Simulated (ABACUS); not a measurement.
Crystal: Ti.

```xyz
1
Lattice="2.8709 0.0000 0.0000 1.4354 2.4862 0.0000 1.4354 0.8287 2.3440" Properties=species:S:1:pos:R:3 pbc="T T T"
Ti    0.0000    0.0000    0.0000
```

This isn't the form of Ti at room conditions, which is hcp.

Base run:

| Item | Value |
| --- | --- |
| Program | ABACUS 3.10.1 |
| Functional | r2SCAN |
| Potentials or basis | SG15 ONCV 1.2 PBE |
| Cutoff | 1143 eV |
| Density cutoff | 4572 eV |
| Basis | plane waves |
| k mesh | 8 × 8 × 8 |
| Occupations | fermi-dirac, width 0.05 eV |
| Spin | no spin polarisation |

Its results: band gap on the k mesh none (metal or under the smearing width); pressure 4.7 GPa.

Q: The run is repeated on the same cell with these changes: functional from r2SCAN to LDA. What comes out?

A: Band gap on the k mesh none (metal or under the smearing width); pressure -4.4 GPa.

Caveats: the potentials were made for another functional, which shifts forces and pressure.
